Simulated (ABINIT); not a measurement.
Set up this calculation in ABINIT 10.8.3 (patched build), as the native input.

```yaml
Task: single point
Functional: SCAN
Potentials_or_basis: JTH PAW PBE v2.0
Cutoff: 544 eV
k_mesh: 7 × 7 × 10
Occupations: fermi-dirac, width 0.05 eV
Spin: no spin polarisation
Fine-grid_cutoff: 1088.46 eV
```

The system is Ga.

```
Ga
1.0
     4.44947    0.00000    0.00000
    -2.22474    3.85336    0.00000
     0.00000    0.00000    2.76520
Ga
2
Direct
  0.33333 0.66667 0.50000
  0.66667 0.33333 0.50000
```

The cell was built by a generator and needn't be a form met in nature.

One way to write it, as run:

run.abi

```
# Pseudopotentials
pp_dirpath "./"
pseudos "Ga.GGA_PBE-JTH.xml"

# Structure
acell 8.4082796997 8.408294156 5.2254706798
rprim
     1.0000000000     0.0000000000     0.0000000000
    -0.5000002641     0.8660252513     0.0000000000
     0.0000000000     0.0000000000     1.0000000000
ntypat 1
znucl 31
natom 2
typat 1 1
xcart
    -0.0000255807     2.5689195112     1.3826000000
     2.2247555807     1.2844404888     1.3826000000 Angstrom

# Plane-wave basis
ecut 20.0
pawecutdg 40.0

# k points
kptopt 1
ngkpt 7 7 10
nshiftk 1
shiftk 0.0 0.0 0.0

# Exchange and correlation
ixc -263267
usekden 1
pawxcdev 0

# Bands and occupations
nband 17
occopt 3
tsmear 0.05 eV

# SCF cycle
nstep 100
tolvrs 1.0e-7

# Output
iomode 3
prtwf 0
prtden 0
prteig 0
prtebands 0
enunit 1
```

Potentials or basis: JTH PAW PBE v2.0.

Command:

```sh
$ abinit run.abi > log 2>&1
```

It gave:

The pressure is -2.8 GPa and the band gap on the k mesh is none (metal or under the smearing width). The valence electrons inside the program's atomic spheres are Ga 11.02 (radii [1.1132] Å).

Caveat: the PAW data sets were made with another functional, which shifts forces and pressure a little.

Wall time 3.4 min on 1 thread of Arm Neoverse V2, on a shared host, peak memory 0.18 GiB.
